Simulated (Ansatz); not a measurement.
# Σ5 (210) boundary in fcc Ni: structure and resistance

Wanted: what the Σ5 (210) boundary in fcc Ni costs an interconnect.

Program: Ansatz 0.2.0. Level of theory: Ansatz plane-wave DFT, PBE, PAW files, collinear spin; relaxation of a bicrystal slab with its lowest layers held; PAW set soft_1, in the first sound run; inputs show where later runs differ. Results are calculated unless marked as measured.

## Step 1: The starting structure

The cell holds 23 atoms: 23 Ni. Cell: a = 4.316 Å, b = 3.524 Å, c = 29.124 Å, α = 90.0°, β = 90.0°, γ = 65.9°. It derives from Ni. built on the (2 1 0) plane; 2 overlapping atoms removed and the grains opened by 0 Å. Vacuum lies along c.

## Step 2: Relaxing the bicrystal

The boundary is built by mirroring the lower grain in the boundary plane and removing any atoms that overlap. A thin bicrystal slab is relaxed first, with the lowest layers held and the upper grain free to shift and open.

input.yaml reads:

```yaml
crystal:
  lattice:
    - [4.3160009268, 0.0, 0.0]
    - [1.4386669756, 3.2169571544, 0.0]
    - [0.0, 0.0, 29.1237781719]
  atoms:
    - { symbol: Ni, position: [0.0, 0.9999999999, 0.171681022], spin: 1.0 }
    - { symbol: Ni, position: [0.6, 0.6999999999, 0.1987376199], spin: 1.0 }
    - { symbol: Ni, position: [0.2, 0.4, 0.2257942178], spin: 1.0 }
    - { symbol: Ni, position: [0.8, 0.1, 0.2528508157], spin: 1.0 }
    - { symbol: Ni, position: [0.4, 0.8, 0.2799074136], spin: 1.0 }
    - { symbol: Ni, position: [0.0, 0.5, 0.3069640115], spin: 1.0 }
    - { symbol: Ni, position: [0.6, 0.2, 0.3340206094], spin: 1.0 }
    - { symbol: Ni, position: [0.2, 0.9, 0.3610772073], spin: 1.0 }
    - { symbol: Ni, position: [0.8, 0.6, 0.3881338052], spin: 1.0 }
    - { symbol: Ni, position: [0.4, 0.3, 0.4151904031], spin: 1.0 }
    - { symbol: Ni, position: [0.0, 0.0, 0.442247001], spin: 1.0 }
    - { symbol: Ni, position: [0.8, 0.6, 0.4963601968], spin: 1.0 }
    - { symbol: Ni, position: [0.2, 0.9, 0.5234167947], spin: 1.0 }
    - { symbol: Ni, position: [0.6, 0.2, 0.5504733926], spin: 1.0 }
    - { symbol: Ni, position: [0.0, 0.5, 0.5775299905], spin: 1.0 }
    - { symbol: Ni, position: [0.4, 0.8, 0.6045865883], spin: 1.0 }
    - { symbol: Ni, position: [0.8, 0.1, 0.6316431862], spin: 1.0 }
    - { symbol: Ni, position: [0.2, 0.4, 0.6586997841], spin: 1.0 }
    - { symbol: Ni, position: [0.6, 0.6999999999, 0.685756382], spin: 1.0 }
    - { symbol: Ni, position: [0.0, 0.9999999999, 0.7128129799], spin: 1.0 }
    - { symbol: Ni, position: [0.4, 0.2999999999, 0.7398695778], spin: 1.0 }
    - { symbol: Ni, position: [0.8, 0.5999999999, 0.7669261757], spin: 1.0 }
    - { symbol: Ni, position: [0.2, 0.8999999999, 0.7939827736], spin: 1.0 }
magnetization:
  spin_polarized: true
kpoints:
  mp_grid: { grid: [7, 7, 1] }
hamiltonian:
  xc: pbe
  pseudopotentials: { kind: paw, azcp: { folder: soft_1 } }
scf:
  occupations: { method: fermi_dirac, width: 0.1 }
relax:
  f_tol: 0.03
  max_steps: 80
  constraints: [{ sites: [0, 1, 2, 3] }]
```

Run with:

```bash
ansatz run input.yaml --threads 4 --pin off --max-ram 15360MiB --backend cpu --events-out ev --progress --plain --runs-dir out
```

Numbers of over 12 decimals in the logs are rounded to 6 here.

Log:

```text
Engine: ansatz 0.2.0, x86_64-unknown-linux-gnu
Pseudopotentials: kind: paw
Pseudopotential: Ni, paw, valence charge 18, recommended cutoff 420 eV (normal), soft_1/Ni.paw.azcp
Functional definition: PBE
  parameter kappa = 0.804
  parameter beta = 0.066725
  exchange = pbe_x(kappa = kappa, mu = beta*pi^2/3)
  correlation = pbe_c(beta = beta)
Crystal: 23 atoms, lattice volume = 404.366 Å³
Basis set: ecut = 420 eV, 7829 PW (Γ), exchange–correlation on 60×48×400 points (8 copies of the dense FFT grid, shifted against one another)
Bands: 263, of which v1, the nominal top of the filled ones, is band 207 counted from 1 (206 counted from 0)
Symmetry: 2 space group operations
Space group: Cm (ITA 8), of the structure as read, at distance tolerance 7.4e-5 Å
Magnetic group: BNS 8.32 (UNI 39), of the structure as read, at distance tolerance 7.4e-5 Å
k-points: 16 of 49 (time reversal used)
Non-local potential: Ni, projectors of the file, l = 0: 3, l = 1: 2, l = 2: 3, l = 3: 1
PAW form: soft (Blöchl's): semilocal exchange-correlation on the pseudo side does not see the compensation charge
PAW one-centre angular grid: Ni, 590 points (default); XC on 64 Gauss nodes
Initial density: superposition of atomic densities (neutral atoms: chi_scale 0, normalization atom)
Starting moments: Σ|m| = 23 μB on 23 of 23 sites
Initial wavefunctions: pseudopotential atomic-orbital guess
Functional: x = pbe(κ = 0.804, μ = 0.219515), c = pbe(β = 0.066725)
SCF iter   1: F=—  HF=-134291.160820 eV  |F-HF|=—  |Δ(HF+E_count)|=         —  Δρ=3.42e-2 (↑2.00e-2 ↓3.42e-2)  dr2=2.59e1  dr2_m=5.14e-1  M=20.760 μB ∫|m|=22.019 μB  β_m=0.30  ethr=3.10e-3  ⟨swp⟩=6.8  Hψ=33914  notcnv=0  defer=382
Mixer restart at iter 1: flushing history
preconditioner: auto → LDOS  [metal: Δε(μ)=0.002 eV  Ē_g=8.048 eV  σ=0.100 eV  W_gap=0.01  n_scr=134 (ndim 8)  ℏωp=28.0 eV  f_vac=0.312  D(μ)=41.14/eV (n_scr^D=536)]
spin=Collinear: LDOS preconditioning applied to the charge; magnetization (m = ρ↑ − ρ↓) channel mixes plain (no charge-response kernel on spin).
SCF iter   2: F=—  HF=-134292.079816 eV  |F-HF|=—  |Δ(HF+E_count)|=   9.19e-1  Δρ=1.32e-2 (↑1.32e-2 ↓1.26e-2)  dr2=3.85e0  dr2_m=1.54e-1  M=19.659 μB ∫|m|=21.324 μB  β_m=0.31  ethr=3.10e-3  ⟨swp⟩=2.1  Hψ=13363  notcnv=0  defer=1000
SCF iter   3: F=—  HF=-134299.072324 eV  |F-HF|=—  |Δ(HF+E_count)|=    6.99e0  Δρ=8.55e-3 (↑4.96e-3 ↓8.55e-3)  dr2=8.83e-1  dr2_m=8.38e-2  M=19.028 μB ∫|m|=20.887 μB  β_m=0.42  ethr=9.31e-4  ⟨swp⟩=2.4  Hψ=12822  notcnv=0  defer=996
SCF iter   4: F=—  HF=-134305.610884 eV  |F-HF|=—  |Δ(HF+E_count)|=    6.54e0  Δρ=9.95e-3 (↑3.88e-3 ↓9.95e-3)  dr2=2.48e-1  dr2_m=1.41e-1  M=17.790 μB ∫|m|=20.023 μB  β_m=0.71  ethr=2.13e-4  ⟨swp⟩=2.8  Hψ=15076  notcnv=0  defer=1010
SCF iter   5: F=—  HF=-134307.994478 eV  |F-HF|=—  |Δ(HF+E_count)|=         —  Δρ=1.80e-2 (↑6.88e-3 ↓1.80e-2)  dr2=4.64e-1  dr2_m=5.34e-1  M=15.734 μB ∫|m|=17.978 μB  β_m=0.71  ethr=5.98e-5  ⟨swp⟩=2.1  Hψ=13245  notcnv=0  defer=1032
SCF iter   6: F=—  HF=-134308.274537 eV  |F-HF|=—  |Δ(HF+E_count)|=   2.80e-1  Δρ=4.90e-3 (↑3.96e-3 ↓4.90e-3)  dr2=7.14e-2  dr2_m=5.72e-2  M=15.249 μB ∫|m|=17.499 μB  β_m=0.84  ethr=5.98e-5  ⟨swp⟩=2.0  Hψ=15759  notcnv=0  defer=1046
SCF iter   7: F=—  HF=-134308.337797 eV  |F-HF|=—  |Δ(HF+E_count)|=   6.33e-2  Δρ=5.53e-3 (↑4.54e-3 ↓5.53e-3)  dr2=3.19e-1  dr2_m=5.59e-3  M=15.168 μB ∫|m|=17.308 μB  β_m=0.59  ethr=1.72e-5  ⟨swp⟩=2.6  Hψ=17081  notcnv=0  defer=1072
SCF iter   8: F=—  HF=-134308.249734 eV  |F-HF|=—  |Δ(HF+E_count)|=   8.81e-2  Δρ=1.25e-3 (↑1.17e-3 ↓1.25e-3)  dr2=1.23e-2  dr2_m=1.74e-3  M=15.166 μB ∫|m|=17.321 μB  β_m=0.70  ethr=1.72e-5  ⟨swp⟩=2.6  Hψ=15996  notcnv=0  defer=1045
SCF iter   9: F=—  HF=-134308.266557 eV  |F-HF|=—  |Δ(HF+E_count)|=   1.68e-2  Δρ=7.60e-4 (↑7.60e-4 ↓5.71e-4)  dr2=6.79e-3  dr2_m=1.48e-4  M=15.250 μB ∫|m|=17.366 μB  β_m=0.61  ethr=2.96e-6  ⟨swp⟩=3.0  Hψ=16886  notcnv=0  defer=1047
SCF iter  10: F=—  HF=-134308.264460 eV  |F-HF|=—  |Δ(HF+E_count)|=   2.10e-3  Δρ=4.09e-4 (↑2.92e-4 ↓4.09e-4)  dr2=1.68e-3  dr2_m=1.55e-4  M=15.270 μB ∫|m|=17.372 μB  β_m=0.55  ethr=1.64e-6  ⟨swp⟩=2.0  Hψ=14710  notcnv=0  defer=1049
SCF iter  11: F=—  HF=-134308.265140 eV  |F-HF|=—  |Δ(HF+E_count)|=   6.80e-4  Δρ=2.13e-4 (↑1.35e-4 ↓2.13e-4)  dr2=2.55e-4  dr2_m=5.79e-5  M=15.253 μB ∫|m|=17.354 μB  β_m=0.47  ethr=4.06e-7  ⟨swp⟩=2.0  Hψ=11908  notcnv=0  defer=1049
SCF iter  12: F=—  HF=-134308.265281 eV  |F-HF|=—  |Δ(HF+E_count)|=   1.40e-4  Δρ=1.14e-4 (↑4.60e-5 ↓1.14e-4)  dr2=6.55e-5  dr2_m=9.49e-6  M=15.246 μB ∫|m|=17.345 μB  β_m=0.41  ethr=6.17e-8  ⟨swp⟩=2.0  Hψ=12458  notcnv=0  defer=1048
SCF iter  13: F=—  HF=-134308.265316 eV  |F-HF|=—  |Δ(HF+E_count)|=   3.56e-5  Δρ=2.19e-5 (↑1.32e-5 ↓2.19e-5)  dr2=1.78e-6  dr2_m=7.07e-7  M=15.242 μB ∫|m|=17.341 μB  β_m=0.59  ethr=1.58e-8  ⟨swp⟩=2.0  Hψ=12528  notcnv=0  defer=1048
SCF iter  14: F=-134308.265306 eV  HF=-134308.265321 eV  |F-HF|=1.56e-5  |Δ(HF+E_count)|=   4.77e-6  Δρ=4.64e-5 (↑8.64e-6 ↓4.64e-5)  dr2=1.70e-5  dr2_m=1.68e-6  M=15.241 μB ∫|m|=17.339 μB  ethr=4.30e-10  ⟨swp⟩=2.0  Hψ=25898  notcnv=0
SCF 1 converged in 14 iterations: F = -134308.265306 eV  dr2 = 1.70e-5
  greatest PAW one-centre occupation: 1.001 electrons in one spin orbital (limit 2), on the Ni atom at site 22 (counted from 0), in its partial waves of l = 1
relax step   1: F+E_penalty+E_count = -134308.26530552 eV  Δ(F+E_penalty+E_count) = +0.000e0 eV  max|allowed force component| = 8.034e-1 eV/Å  Δτ_max = 0.0000 Å  (14 SCF iters, dr2 threshold 2.25e-5 eV, accepted)
Initial density: handed on by an earlier stage of this run
Starting moments: Σ|m| = 23 μB on 23 of 23 sites; this step starts from the density that it was given
Initial wavefunctions: those handed on with the density
iter 1 solved again at ethr=6.15e-4 eV; its pass at ethr=3.10e-3 eV (dr2=2.54e0 eV) is discarded
SCF iter   1: F=—  HF=-134308.498803 eV  |F-HF|=—  |Δ(HF+E_count)|=         —  Δρ=1.05e-2 (↑5.51e-3 ↓1.05e-2)  dr2=2.57e0  dr2_m=1.69e-1  M=15.152 μB ∫|m|=17.225 μB  β_m=0.30  ethr=6.15e-4  ⟨swp⟩=1.2  Hψ=30600  notcnv=0  defer=879
preconditioner: auto → LDOS  [metal: Δε(μ)=0.002 eV  Ē_g=8.125 eV  σ=0.100 eV  W_gap=0.01  n_scr=134 (ndim 8)  ℏωp=28.0 eV  f_vac=0.327  D(μ)=40.42/eV (n_scr^D=524)]
spin=Collinear: LDOS preconditioning applied to the charge; magnetization (m = ρ↑ − ρ↓) channel mixes plain (no charge-response kernel on spin).
[...]
relax step  10: F+E_penalty+E_count = -134308.93226444 eV  Δ(F+E_penalty+E_count) = -7.927e-4 eV  max|allowed force component| = 3.488e-2 eV/Å  Δτ_max = 0.0209 Å  (8 SCF iters, dr2 threshold 8.16e-6 eV, accepted)
SCF iter   1: F=—  HF=-134308.931725 eV  |F-HF|=—  |Δ(HF+E_count)|=         —  Δρ=9.46e-4 (↑5.54e-4 ↓9.46e-4)  dr2=2.63e-3  dr2_m=1.51e-3  M=15.049 μB ∫|m|=17.100 μB  β_m=0.65  ethr=5.58e-6  ⟨swp⟩=4.1  Hψ=22778  notcnv=0  defer=1084
preconditioner: auto → LDOS  [metal: Δε(μ)=0.001 eV  Ē_g=8.201 eV  σ=0.100 eV  W_gap=0.00  n_scr=30 (ndim 8)  ℏωp=28.0 eV  f_vac=0.340  D(μ)=39.91/eV (n_scr^D=512)]
spin=Collinear: LDOS preconditioning applied to the charge; magnetization (m = ρ↑ − ρ↓) channel mixes plain (no charge-response kernel on spin).
SCF iter   2: F=—  HF=-134308.932535 eV  |F-HF|=—  |Δ(HF+E_count)|=   8.11e-4  Δρ=3.25e-4 (↑3.25e-4 ↓3.18e-4)  dr2=2.67e-3  dr2_m=2.43e-4  M=15.045 μB ∫|m|=17.098 μB  β_m=0.50  ethr=6.34e-7  ⟨swp⟩=2.0  Hψ=14252  notcnv=0  defer=1085
SCF iter   3: F=—  HF=-134308.932573 eV  |F-HF|=—  |Δ(HF+E_count)|=   3.78e-5  Δρ=2.39e-4 (↑2.16e-4 ↓2.39e-4)  dr2=3.98e-4  dr2_m=9.10e-5  M=15.045 μB ∫|m|=17.098 μB  β_m=0.47  ethr=6.34e-7  ⟨swp⟩=2.0  Hψ=11090  notcnv=0  defer=1084
SCF iter   4: F=—  HF=-134308.932560 eV  |F-HF|=—  |Δ(HF+E_count)|=   1.30e-5  Δρ=1.10e-4 (↑7.73e-5 ↓1.10e-4)  dr2=4.56e-5  dr2_m=2.12e-5  M=15.045 μB ∫|m|=17.098 μB  β_m=0.44  ethr=9.61e-8  ⟨swp⟩=2.4  Hψ=13192  notcnv=0  defer=1085
SCF iter   5: F=—  HF=-134308.932569 eV  |F-HF|=—  |Δ(HF+E_count)|=   9.11e-6  Δρ=5.81e-5 (↑3.54e-5 ↓5.81e-5)  dr2=9.81e-6  dr2_m=5.60e-6  M=15.045 μB ∫|m|=17.098 μB  β_m=0.46  ethr=1.10e-8  ⟨swp⟩=2.1  Hψ=12812  notcnv=0  defer=1085
SCF iter   6: F=—  HF=-134308.932573 eV  |F-HF|=—  |Δ(HF+E_count)|=   3.59e-6  Δρ=1.96e-5 (↑1.81e-5 ↓1.96e-5)  dr2=1.54e-6  dr2_m=9.59e-7  M=15.045 μB ∫|m|=17.098 μB  β_m=0.50  ethr=2.37e-9  ⟨swp⟩=2.0  Hψ=13796  notcnv=0  defer=1085
SCF iter   7: F=—  HF=-134308.932574 eV  |F-HF|=—  |Δ(HF+E_count)|=   7.13e-7  Δρ=9.05e-6 (↑7.00e-6 ↓9.05e-6)  dr2=4.29e-7  dr2_m=1.61e-7  M=15.045 μB ∫|m|=17.098 μB  β_m=0.52  ethr=3.72e-10  ⟨swp⟩=2.2  Hψ=14044  notcnv=0  defer=1085
SCF iter   8: F=—  HF=-134308.932574 eV  |F-HF|=—  |Δ(HF+E_count)|=   2.53e-8  Δρ=4.80e-6 (↑4.80e-6 ↓3.60e-6)  dr2=3.10e-7  dr2_m=3.51e-8  M=15.045 μB ∫|m|=17.098 μB  β_m=0.50  ethr=1.04e-10  ⟨swp⟩=2.2  Hψ=14683  notcnv=0  defer=1085
SCF iter   9: F=—  HF=-134308.932574 eV  |F-HF|=—  |Δ(HF+E_count)|=   2.95e-8  Δρ=2.28e-6 (↑2.28e-6 ↓1.79e-6)  dr2=3.23e-8  dr2_m=7.13e-9  M=15.045 μB ∫|m|=17.098 μB  β_m=0.49  ethr=7.49e-11  ⟨swp⟩=2.0  Hψ=11147  notcnv=0  defer=1085
SCF iter  10: F=-134308.932574 eV  HF=-134308.932574 eV  |F-HF|=2.01e-8  |Δ(HF+E_count)|=   1.02e-8  Δρ=1.38e-6 (↑8.89e-7 ↓1.38e-6)  dr2=2.30e-8  dr2_m=2.05e-9  M=15.045 μB ∫|m|=17.098 μB  ethr=7.80e-12  ⟨swp⟩=2.2  Hψ=29406  notcnv=0
SCF 11 converged in 10 iterations: F = -134308.932574 eV  dr2 = 2.30e-8
relax step  11: F+E_penalty+E_count = -134308.93257358 eV  Δ(F+E_penalty+E_count) = -3.091e-4 eV  max|allowed force component| = 6.230e-3 eV/Å  Δτ_max = 0.0173 Å  (10 SCF iters, accepted)
SCF converged after 10 iterations
Magnetization: 15.0447 μB (214.5224 up, 199.4776 down)
Absolute magnetization: 17.1204 μB (∫|ρ↑−ρ↓|, with the PAW one-centre terms)
Spin contamination: 0.1859 ħ² per cell (⟨S²⟩ above its minimum at these occupations)
Per-site moments (μB) at R_I (Å): [(0.824496, 1.027886), (0.741909, 1.022367), (0.666662, 1.023742), (0.676501, 1.025114), (0.673878, 1.016270), (0.676139, 1.020582), (0.657220, 1.019242), (0.656592, 0.981567), (0.670803, 0.987517), (0.675403, 1.001639), (0.708176, 0.912455), (0.695224, 1.055441), (0.707091, 0.912455), (0.674275, 1.001402), (0.675030, 0.987940), (0.655210, 0.981751), (0.653653, 1.018764), (0.677487, 1.021741), (0.670398, 1.013553), (0.676785, 0.981819), (0.667382, 0.989196), (0.734504, 1.011097), (0.810820, 0.981819)]
Free energy (F): -134308.932574 eV
Harris-Foulkes:  -134308.932574 eV  (|F-HF|=2.01e-8)
Internal energy: -134307.634616 eV  (E = F + TS)
E sigma→0 (E₀):  -134308.283595 eV
Entropy (-TS):   -1.297957 eV (-56.433 meV/atom)
Fermi energy:    9.448514 eV
--- Per-component energies (eV) ---
  E_band       = -10105.269572
  E_kinetic    = 7789.154305
  E_local      = -777591.804784  (includes V_loc(G=0)·N_el)
  E_nonlocal   = -2687.834938
  E_hartree    = 389753.507070
  E_xc         = -2583.365405
  E_vxc        = -3332.088381  (∫ρ·V_xc dr)
  E_paw        = -38112.149969  (= ΣΔE_a)
  E_vpaw       = -13789.698503  (= ΣTr[D̂ρ^β])
  E_aug_tail   = 0.022029  (compensation charges beyond the density's cutoff)
  E_ewald      = 289124.837076
  E_smearing   = -1.297957  (= −TS)
  E_closure    = -0.000000  (closes the sum)
  Σ components = -134308.932574   (vs F -134308.932574, Δ=0.00e0)
--- Forces (eV/Å), atoms counted from 1 ---
  atom   1  Ni    -0.04004799     0.01791001     0.80566013
  atom   2  Ni     0.05987629    -0.02677749    -0.02925244
  atom   3  Ni     0.01080056    -0.00483016    -0.50962572
  atom   4  Ni    -0.03292224     0.01472327    -0.26707808
  atom   5  Ni    -0.00037862     0.00016932     0.00044722
  atom   6  Ni     0.00023610    -0.00010559     0.00045482
  atom   7  Ni     0.00049026    -0.00021925    -0.00021846
  atom   8  Ni    -0.00079945     0.00035752    -0.00159995
  atom   9  Ni     0.00090344    -0.00040403    -0.00027978
  atom  10  Ni     0.00297490    -0.00133042     0.00011031
  atom  11  Ni     0.00192646    -0.00086154    -0.00150475
  atom  12  Ni    -0.00385724     0.00172501    -0.00098407
  atom  13  Ni    -0.00125283     0.00056028     0.00622959
  atom  14  Ni     0.00039991    -0.00017885    -0.00031176
  atom  15  Ni     0.00060769    -0.00027177     0.00067594
  atom  16  Ni    -0.00045704     0.00020439    -0.00185246
  atom  17  Ni    -0.00000594     0.00000266    -0.00093366
  atom  18  Ni    -0.00024060     0.00010760    -0.00062773
  atom  19  Ni     0.00044915    -0.00020087     0.00044656
  atom  20  Ni     0.00064422    -0.00028810     0.00025992
  atom  21  Ni     0.00041771    -0.00018681    -0.00035212
  atom  22  Ni     0.00036660    -0.00016395     0.00013658
  atom  23  Ni    -0.00010804     0.00004832     0.00016886
  max |Σ_I F_I| component: 3.11e-5 eV/Å
--- Relaxed structure (11 steps of the walk, 11 accepted, 0 SCFs on fresh bases) ---
  F+E_penalty+E_count = -134308.93257358 eV   max|allowed force component| = 6.230e-3 eV/Å
  atoms:
    - { symbol: Ni, position: [0.0, 1.000000, 0.171681] }
    - { symbol: Ni, position: [0.600000, 0.700000, 0.198738] }
    - { symbol: Ni, position: [0.200000, 0.4, 0.225794] }
    - { symbol: Ni, position: [0.800000, 0.100000, 0.252851] }
    - { symbol: Ni, position: [0.399448, 0.800276, 0.279398] }
    - { symbol: Ni, position: [-0.000647591, 0.500324, 0.306883] }
    - { symbol: Ni, position: [0.600288, 0.199856, 0.334093] }
    - { symbol: Ni, position: [0.203582, 0.898209, 0.359735] }
    - { symbol: Ni, position: [0.794227, 0.602887, 0.388167] }
    - { symbol: Ni, position: [0.397613, 0.301194, 0.417463] }
    - { symbol: Ni, position: [-0.00242923, 0.00121462, 0.436539] }
    - { symbol: Ni, position: [0.608393, 0.695804, 0.474538] }
    - { symbol: Ni, position: [-0.00264599, 1.001323, 0.512491] }
    - { symbol: Ni, position: [0.397410, 0.301295, 0.531489] }
    - { symbol: Ni, position: [-0.205822, 0.602911, 0.560936] }
    - { symbol: Ni, position: [0.203232, 0.898384, 0.589319] }
    - { symbol: Ni, position: [0.599936, 0.200032, 0.614829] }
    - { symbol: Ni, position: [-0.000326585, 0.500163, 0.642373] }
    - { symbol: Ni, position: [0.398181, 0.800909, 0.669458] }
    - { symbol: Ni, position: [-0.201788, 1.100894, 0.695918] }
    - { symbol: Ni, position: [0.206116, 0.396942, 0.724621] }
    - { symbol: Ni, position: [0.602956, 0.698522, 0.749618] }
    - { symbol: Ni, position: [-0.000522258, 1.000261, 0.772975] }
```

It took 15 min on 4 threads of Intel Xeon 6975P-C (Granite Rapids), shared host; peak memory 3.8 GiB.

The steps of the relaxation:

```tsv
step	energy less that of the first step (eV)	largest force component (eV/Å)
1	0.0000	0.8034
2	-0.2425	0.5212
3	-0.4541	0.2420
4	-0.5738	0.1482
5	-0.6225	0.0713
6	-0.6408	0.0400
7	-0.6556	0.0377
8	-0.6641	0.1090
9	-0.6662	0.0992
10	-0.6670	0.0349
11	-0.6673	0.0062
```

Forces are held to the 2 operations that the run works with; a distortion that breaks them can't arise in this run.

The atoms that moved most (Å):

```tsv
atom	dx	dy	dz	length
Ni23	-0.721	0.323	-0.612	0.999
Ni12	-0.689	0.308	-0.636	0.987
Ni14	-0.729	0.326	-0.553	0.971
Ni15	-0.740	0.331	-0.483	0.944
Ni20	-0.726	0.325	-0.492	0.935
Ni17	-0.720	0.322	-0.490	0.928
Ni19	-0.726	0.325	-0.475	0.926
Ni22	-0.709	0.317	-0.504	0.926
```

Final coordinates:

```cif
data_structure
_symmetry_space_group_name_H-M 'P 1'
_symmetry_Int_Tables_number 1
_cell_length_a 4.3160
_cell_length_b 3.5240
_cell_length_c 29.1238
_cell_angle_alpha 90.000
_cell_angle_beta 90.000
_cell_angle_gamma 65.905
_cell_volume 404.37
loop_
_atom_site_label
_atom_site_type_symbol
_atom_site_fract_x
_atom_site_fract_y
_atom_site_fract_z
_atom_site_occupancy
Ni1 Ni 0.00000 0.00000 0.17168 1
Ni2 Ni 0.60000 0.70000 0.19874 1
Ni3 Ni 0.20000 0.40000 0.22579 1
Ni4 Ni 0.80000 0.10000 0.25285 1
Ni5 Ni 0.39945 0.80028 0.27940 1
Ni6 Ni 0.99935 0.50032 0.30688 1
Ni7 Ni 0.60029 0.19986 0.33409 1
Ni8 Ni 0.20358 0.89821 0.35973 1
Ni9 Ni 0.79423 0.60289 0.38817 1
Ni10 Ni 0.39761 0.30119 0.41746 1
Ni11 Ni 0.99757 0.00121 0.43654 1
Ni12 Ni 0.60839 0.69580 0.47454 1
Ni13 Ni 0.99735 0.00132 0.51249 1
Ni14 Ni 0.39741 0.30130 0.53149 1
Ni15 Ni 0.79418 0.60291 0.56094 1
Ni16 Ni 0.20323 0.89838 0.58932 1
Ni17 Ni 0.59994 0.20003 0.61483 1
Ni18 Ni 0.99967 0.50016 0.64237 1
Ni19 Ni 0.39818 0.80091 0.66946 1
Ni20 Ni 0.79821 0.10089 0.69592 1
Ni21 Ni 0.20612 0.39694 0.72462 1
Ni22 Ni 0.60296 0.69852 0.74962 1
Ni23 Ni 0.99948 0.00026 0.77298 1
```

Numbers from this step:

- free energy: -134308.9326 eV
- energy at zero smearing: -134308.2836 eV
- Fermi energy: 9.449 eV
- magnetization: 15.04 μB
- absolute magnetization: 17.12 μB

The largest force component on a free atom ends at 0.0062 eV/Å, under the tolerance of 0.03, after 11 steps.

(Part 1 of 3 ends here.)

[Logs are printed without paths, hosts, clocks, repeated set-up lines and the standing remarks that a program may print on its own settings, such as how far it seeks lower states.]

[Hosts, paths, dates, database ids (printed as entryN), source tags and the programs' standing remarks are cut or masked in the printed files.]
